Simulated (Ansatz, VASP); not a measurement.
## BN in VASP and in Ansatz

```
N B
1.0
     0.00000    1.81300    1.81300
     1.81300    0.00000    1.81300
     1.81300    1.81300    0.00000
N B
1 1
Direct
  0.25000 0.25000 0.25000
  0.00000 0.00000 0.00000
```

The cell is a database's computed one.

Alike in both runs: task single point; functional PBE; k mesh 20 × 20 × 20; occupations fermi-dirac, width 0.02 eV; no spin polarisation.

|  | VASP | Ansatz |
| --- | --- | --- |
| version | VASP 6.6.1 | Ansatz 0.2.0 |
| potentials or method | VASP PAW PBE potentials, release 64 (N, B) | scalar-relativistic, plane waves, PAW |
| plane-wave cutoff (eV) | 520 | 600 |
| valence electrons in the cell | 8 | 8 |

VASP gave:

- gap on the k mesh at the Fermi level (eV): 4.45
- pressure (GPa): -0.2

Q: Which values does Ansatz return?

A: gap on the k mesh at the Fermi level (eV): 4.46; pressure (GPa): -0.4.

Ansatz warned: «stress_scf_threshold_loose».

A k mesh can miss the band edges.
